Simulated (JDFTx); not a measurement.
Crystal: InPd.

```xyz
2
Lattice="3.2719 0.0000 0.0000 0.0000 3.2719 0.0000 0.0000 0.0000 3.2719" Properties=species:S:1:pos:R:3 pbc="T T T"
In    0.0000    0.0000    0.0000
Pd    1.6359    1.6359    1.6359
```

The cell comes from a database or a generator and needn't be the stable form of this composition.

Program: JDFTx 1.7.0 (patched build). Alike in all runs: cell as given; k mesh 8 × 8 × 8; cutoff (eV) 1116; smearing fermi-dirac 0.05 eV. Hardware: 1 thread of Intel(R) Xeon(R) 6975P-C (Granite Rapids), on a shared host.

Order these runs on this cell by their wall time, lowest first.
A. task single point; level PBE; potentials or basis PseudoDojo-FR-PBE-0.4-standard with smoothed tails; spin SOC, no magnetisation; max SCF steps 100; SCF threshold on the energy 1e-08 Ha; solver of the electrons scf; further solve for the empty bands yes
B. task band structure; level PBE; potentials or basis PseudoDojo-SR-PBE-0.4.1-standard with smoothed tails; spin off; band ratio of the Davidson solver 1.3; max SCF steps 30; SCF threshold on the energy 1e-06 Ha; solver of the electrons minimize; further solve for the empty bands no
C. task single point; level PBE+U; potentials or basis PseudoDojo-SR-PBE-0.5-standard with smoothed tails; spin off; U Pd d U = 1 eV; max SCF steps 100; SCF threshold on the energy 1e-09 Ha; solver of the electrons scf; further solve for the empty bands yes

B (19 s), C (58 s), A (180 s).

Caveats: U without spin polarisation on a metal has little footing (some runs); the U is typed as a test and isn't derived for this compound (some runs).
